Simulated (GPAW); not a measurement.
# Te2Mo: G0W0 with GPAW, start to end, part 2 of 2

How does a plane-wave GW calculation on Te2Mo run from the first input to the gap?

GPAW 26.7.0; PBE and many-body steps on it, plane waves. Known limits of the many-body steps: not at the basis limit; no spin-orbit coupling.

So far. Step 3 (Bands along the symmetry lines): The gap is 1.131 eV, as in the run before at this level. Step 4 (Empty states on the mesh, 12×12×1 mesh, 264 bands): On this mesh the gap is 1.131 eV.

## 5. Screening and self-energy, 12×12×1 mesh, 118 bands, screening to 48 eV

G0W0 replaces the xc potential by the self-energy, built once from these orbitals. Only a window of levels is corrected, while the sums run over the empty bands that the input names.

This step: G0W0 on PBE, plane waves, PAW.

Contents of run.py:

```python
import json
import numpy as np
from gpaw.mpi import world
from gpaw.response.g0w0 import G0W0

gw = G0W0('full.gpw',
    filename='gw',
    kpts=[0, 9],
    bands=(11, 15),
    ecut=48,
    nbands=118,
    truncation='2D',
    integrate_gamma='sphere',
    q0_correction=True,
    frequencies={'type': 'nonlinear', 'domega0': 0.15, 'omega2': 15.0},
    eta=0.1,
    nblocksmax=True)
gw.calculate()
res = {mode: {k: v for k, v in r.items() if k != 'sigma_eskwn'}
       for mode, r in gw.all_results.items()}

if world.rank == 0:
    with open('result.json', 'w') as f:
        json.dump(res, f, default=lambda x: x.tolist())
```

Command:

```sh
mpirun -n 4 gpaw python run.py
```

Numbers of over 12 decimals in the logs are rounded to 6 here.

The log of the run:

```text
Using integrator: PointIntegrator
NonLinearFrequencyDescriptor(from 0.000 to 103.845 eV, 180 points)
Nonperiodic BCs:  [False False  True]
Using integrator: PointIntegrator
NonLinearFrequencyDescriptor(from 0.000 to 103.845 eV, 180 points)
Nonperiodic BCs:  [False False  True]
Applying analytical 2D correction to W:
    Evaluating Gamma point contribution to W on a 13x13x1 grid
  ___  _ _ _
 |   || | | |
 | | || | | |
 |__ ||_____|
 |___|

BZ k-points: Symmetries present (total): 12

  [... matrices ...]
144 k-points: 12 x 12 x 1 Monkhorst-Pack grid + [1/24,1/24,0.000000]
19 k-points in the irreducible part of the Brillouin zone
       k-points in crystal coordinates                weights
   0:    -0.00000000   -0.00000000    0.00000000          1/144
   1:     0.08333333   -0.00000000    0.00000000          6/144
   2:     0.16666667   -0.08333333    0.00000000          6/144
   3:     0.16666667   -0.00000000    0.00000000          6/144
   4:     0.25000000   -0.08333333    0.00000000         12/144
   5:     0.25000000   -0.00000000    0.00000000          6/144
   6:     0.33333333   -0.16666667    0.00000000          6/144
   7:     0.33333333   -0.08333333    0.00000000         12/144
   8:     0.33333333   -0.00000000    0.00000000          6/144
   9:     0.33333333    0.33333333    0.00000000          2/144
          ...
  18:     0.50000000    0.50000000    0.00000000          3/144

Distributing spins, k-points and bands (1 x 2 x 4) over 1 process
Number of blocks: 4

Quasi particle states:
k-points (IBZ indices): [0, 9]
Band range: (11, 15)
  [... matrices ...]
Computational parameters:
Plane wave cut-off: 48 eV
Number of bands: 118
Coulomb cutoff: 2D
Broadening: 0.1 eV

fxc modes: GW
Kernel: RPA
Using full-frequency real axis integration
Summing all q:

Calculating screened Coulomb potential
2D Coulomb truncation
NonLinearFrequencyDescriptor(from 0.000 to 103.845 eV, 180 points)
Removing empty qpoint cache files...

Calculating chi0 body with:
    Ground state adapter containing:
    Number of spins: 1
    Number of kpoints: 144
    Number of irreducible kpoints: 19
    Number of completely occupied states: 13
    Number of partially occupied states: 13
    Occupied states memory: 4.62744140625 M / cpu

    Linear response parametrization:
    q_c: [-2.0816681711721685e-17, -2.0816681711721685e-17, 0.0]
    Number of frequency points: 180
    Planewave cutoff: 48.0
    Number of bands: 118
    Number of planewaves: 95
    Broadening (eta): 0.1
    comm.size: 4
    kncomm.size: 1
    blockcomm.size: 4

    Memory estimate of potentially large arrays:
        chi0_wGG: 6.196976 M / cpu
Integrating chi0 body.

Symmetries of q_c:
    Direct symmetries (Uq -> q): 12
    Indirect symmetries (TUq -> q): 12
In total 24 allowed symmetries.

  [... matrices ...]
19 groups of equivalent kpoints. 86.805556% reduction.

Integral kind: spectral function
Integrating chi0 head and wings.

Symmetries of q_c:
    Direct symmetries (Uq -> q): 12
    Indirect symmetries (TUq -> q): 12
In total 24 allowed symmetries.

  [... matrices ...]
19 groups of equivalent kpoints. 86.805556% reduction.

Integral kind: spectral function wings

Calculating chi0 body with:
    Ground state adapter containing:
    Number of spins: 1
    Number of kpoints: 144
    Number of irreducible kpoints: 19
    Number of completely occupied states: 13
    Number of partially occupied states: 13
[... the further q-points ...]

Results:
f:      Occupation numbers
eps:     KS-eigenvalues [eV]
vxc:     KS vxc [eV]
exx:     Exact exchange [eV]
sigma:   Self-energies [eV]
dsigma:  Self-energy derivatives
Z:       Renormalization factors
qp:      QP-energies [eV]

k-point 0 (0): (-0.000, -0.000, 0.000)                GW
band       f     eps     vxc     exx   sigma  dsigma       Z      qp
                                                                   GW
  11   1.000   0.426 -18.822 -19.672   1.542  -0.406   0.711   0.918
  12   1.000   0.766 -16.952 -17.792   1.294  -0.421   0.704   1.085
  13   0.000   4.444 -16.804 -12.510  -2.991  -0.428   0.700   5.357
  14   0.000   4.444 -16.804 -12.510  -2.991  -0.428   0.700   5.357

k-point 1 (9): (0.333, 0.333, 0.000)                GW
band       f     eps     vxc     exx   sigma  dsigma       Z      qp
                                                                   GW
  11   1.000  -0.455 -16.173 -18.307   2.271  -0.448   0.691  -0.360
  12   1.000   1.274 -18.084 -18.176   0.781  -0.421   0.704   1.759
  13   0.000   2.406 -19.676 -15.432  -2.573  -0.414   0.707   3.587
  14   0.000   3.150 -17.187 -12.866  -2.885  -0.398   0.715   4.178
```

Run time: 6.5 min. Hardware: 4 MPI ranks of Arm Neoverse V1, shared host; peak memory 2.5 GiB.

This step gave:

| Property | Result |
| --- | --- |
| G0W0 gap on the points computed | 1.828 eV |
| least direct G0W0 gap on the computed points | 1.828 eV |
| Z at the valence top | 0.7038 |
| Z at the conduction bottom | 0.7072 |
| starting gap on the mesh | 1.131 eV |
| k of the valence top | 0.3333, 0.3333, 0 |
| k of the conduction bottom | 0.3333, 0.3333, 0 |

The gap on the mesh goes from 1.13 eV to 1.83 eV, a correction of +0.70 eV.

Limits: finite bands, cutoff and mesh; no spin-orbit coupling. v1 is the top filled band, c1 the lowest empty one. Levels before and after the correction, in eV, zero at the valence-band top of each column:

|  | conduction bottom | valence top |
| --- | --- | --- |
| Kohn-Sham | 1.13 | 0.00 |
| G0W0 | 1.83 | 0.00 |

|  | level | energy (eV) |
| --- | --- | --- |
| Kohn-Sham | (0.333 0.333 0) v2 | -1.730 |
| Kohn-Sham | (0.333 0.333 0) v1 | 0.000 |
| Kohn-Sham | (0.333 0.333 0) c1 | 1.131 |
| Kohn-Sham | (0.333 0.333 0) c2 | 1.876 |
| G0W0 | (0.333 0.333 0) v2 | -2.119 |
| G0W0 | (0.333 0.333 0) v1 | 0.000 |
| G0W0 | (0.333 0.333 0) c1 | 1.828 |
| G0W0 | (0.333 0.333 0) c2 | 2.418 |

## 6. Where the time went

Times are wall times on 4 MPI ranks of Arm Neoverse V1, shared host, good to a factor of about two.

| step | time | share | memory (GiB) |
| --- | --- | --- | --- |
| ground state | 11 s | 2 % | 0.73 |
| bands along the symmetry lines | 11 s | 2 % | 0.79 |
| empty states on the mesh | 3 min | 31 % | 4.5 |
| screening and self-energy | 6.5 min | 66 % | 2.5 |

## 7. Results

```yaml
pbe_gap: 1.13 eV, direct
g0w0_gap_on_the_mesh: 1.83 eV
gw_settings: 12×12×1 mesh, 118 bands, screening to 48 eV, full frequency, Hilbert transform
known_limits: not at the basis limit; no spin-orbit coupling
```

What this shows: G0W0 moves the gap on the mesh from 1.13 eV to 1.83 eV (+0.70 eV), with Z of 0.70 and 0.71 at the edges. Only 2 of the mesh's irreducible points were corrected, so a valley elsewhere could overtake. The dearest step here is «screening and self-energy». Bands and cutoff are finite, so the gap is not at the basis limit. The miss can reach some tenths of an eV and take either sign; the mesh is an error of its own. These stock PAW sets were not made for GW; the filled d or f shell of Te lies in the frozen core, which bears on start and correction. In the G0W0 run levels were corrected at 2 k points alone, so a gap called «on the mesh» is the least over those, and an edge elsewhere would be missed. The many-body steps are scalar-relativistic: spin-orbit coupling is not in them.

[Paths, hosts, dates, memory and timing lines, banners, echoed tables and standing remarks are left out of the program output.]

[Logs are printed without paths, hosts, clocks, repeated set-up lines and the standing remarks that a program may print on its own settings, such as how far it seeks lower states.]

[Runs of the session that timed out or met a known fault of the program may be left out.]

[Hosts, paths, dates, database ids (printed as entryN), source tags and the programs' standing remarks are cut or masked in the printed files.]
